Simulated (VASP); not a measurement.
The system is InPd.

```
CELL_PARAMETERS angstrom
3.27188 0.00000 0.00000
0.00000 3.27188 0.00000
0.00000 0.00000 3.27188
ATOMIC_POSITIONS crystal
In 0.00000 0.00000 0.00000
Pd 0.50000 0.50000 0.50000
```

The cell comes from a database or a generator and needn't be the stable form of this composition.

```yaml
Program: VASP 6.6.1
Task: relaxation of cell and atoms
Functional: vdW-DF2
Potentials_or_basis: VASP PAW PBE potentials, release 64 (In_d, Pd)
Cutoff: 600 eV
k_mesh: 8 × 8 × 8
Occupations: fermi-dirac, width 0.05 eV
Spin: no spin polarisation
```

At the start: pressure 15.9 GPa; volume 17.51 Å³/atom.

**Question.** How do energy, volume and symmetry change on relaxing?

**Answer.** Over 13 steps the energy falls by 121.8 meV/atom and the volume is 20.32 Å³/atom (+16.0 %); space group Pm-3m (No. 221, to 0.05 Å).

The path:
| step | energy change (eV) | largest force (eV/Å) | pressure (GPa) | volume (Å³) |
| --- | --- | --- | --- | --- |
| 1 | 0.0000 | 0.0000 | 15.87 | 35.03 |
| 2 | -0.1763 | 0.0000 | -4.92 | 44.57 |
| 3 | -0.2436 | 0.0000 | -0.08 | 40.72 |
| 4 | -0.2436 | 0.0000 | 0.22 | 40.60 |
| 5 | -0.2436 | 0.0000 | 0.18 | 40.60 |
| 6 | -0.2436 | 0.0000 | 0.11 | 40.61 |
| 7 | -0.2436 | 0.0000 | 0.12 | 40.61 |
| 8 | -0.2436 | 0.0000 | 0.12 | 40.61 |
| 9 | -0.2436 | 0.0000 | 0.12 | 40.61 |
| 10 | -0.2436 | 0.0000 | 0.12 | 40.61 |
| 11 | -0.2436 | 0.0000 | 0.12 | 40.61 |
| 12 | -0.2436 | 0.0000 | 0.09 | 40.62 |
| 13 | -0.2436 | 0.0000 | 0.08 | 40.63 |

Final structure:
```cif
data_structure
_symmetry_space_group_name_H-M 'P 1'
_symmetry_Int_Tables_number 1
_cell_length_a 3.4379
_cell_length_b 3.4379
_cell_length_c 3.4379
_cell_angle_alpha 90.000
_cell_angle_beta 90.000
_cell_angle_gamma 90.000
_cell_volume 40.63
loop_
_atom_site_label
_atom_site_type_symbol
_atom_site_fract_x
_atom_site_fract_y
_atom_site_fract_z
_atom_site_occupancy
In1 In 0.00000 0.00000 0.00000 1
Pd1 Pd 0.50000 0.50000 0.50000 1
```

Caveat: the volume moved by over 15 % at a fixed basis, so the end points are rough; the PAW data sets were made with another functional, which shifts forces and pressure a little.
